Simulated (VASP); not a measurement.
The system is SnSe.

```
CELL_PARAMETERS angstrom
0.00000 2.97584 2.97584
2.97584 0.00000 2.97584
2.97584 2.97584 0.00000
ATOMIC_POSITIONS crystal
Sn 0.00000 0.00000 0.00000
Se 0.50000 0.50000 0.50000
```

The cell was built by a generator and needn't be a form met in nature.

Base run:

```yaml
Program: VASP 6.6.1
Functional: PBEsol
Potentials_or_basis: VASP PAW PBE potentials, release 64 (Sn_d, Se)
Cutoff: 520 eV
k_mesh: 10 × 10 × 10
Occupations: gaussian, width 0.03 eV
Spin: no spin polarisation
```

Its results: pressure 0.0 GPa.

Task: The run is repeated on the same cell with these changes: functional from PBEsol to r2SCAN. What comes out?

Result: Pressure 1.9 GPa.

Caveats: the PAW data sets were made with another functional, which shifts forces and pressure a little.
